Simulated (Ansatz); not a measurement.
Crystal: LiCl.

```
CELL_PARAMETERS angstrom
0.00000 2.56477 2.56477
2.56477 0.00000 2.56477
2.56477 2.56477 0.00000
ATOMIC_POSITIONS crystal
Cl 0.50000 0.50000 0.50000
Li 0.00000 0.00000 0.00000
```

| Property | Result |
| --- | --- |
| Program | Ansatz 0.2.0 |
| Task | single point |
| Functional | PBE |
| Potentials or basis | all-electron LAPW, scalar-relativistic |
| Cutoff | 161 eV (chosen from the basis error) |
| Basis error allowed | 0.001 eV/atom |
| k mesh | 9 × 9 × 9 |
| Occupations | fermi-dirac, width 0.05 eV |
| Spin | no spin polarisation |

On this cell: pressure 0.4 GPa; largest force zero by symmetry; band gap on the k mesh 6.33 eV, direct.

The same run follows on a disturbed copy (atoms moved at random, drawn with an rms of 0.05 Å):

```
Cl Li
1.0
     0.00000    2.56477    2.56477
     2.56477    0.00000    2.56477
     2.56477    2.56477    0.00000
Cl Li
1 1
Direct
  0.49436 0.52009 0.48159
  0.00738 0.97728 0.00359
```

**Question.** What changes?

**Answer.** The energy moves by +2.8 meV/atom; pressure 0.6 GPa; largest force 0.087 eV/Å; band gap on the k mesh 6.31 eV, direct.

Forces on the atoms (eV/Å):
```
Cl  -0.034  0.062 -0.051
Li   0.034 -0.062  0.051
```

Stress tensor (GPa, compression positive):
```
 0.48  0.01 -0.01
 0.01  0.70  0.01
-0.01  0.01  0.60
```

Caveats: an odd mesh through Γ misses points on the zone boundary, where band edges often lie.
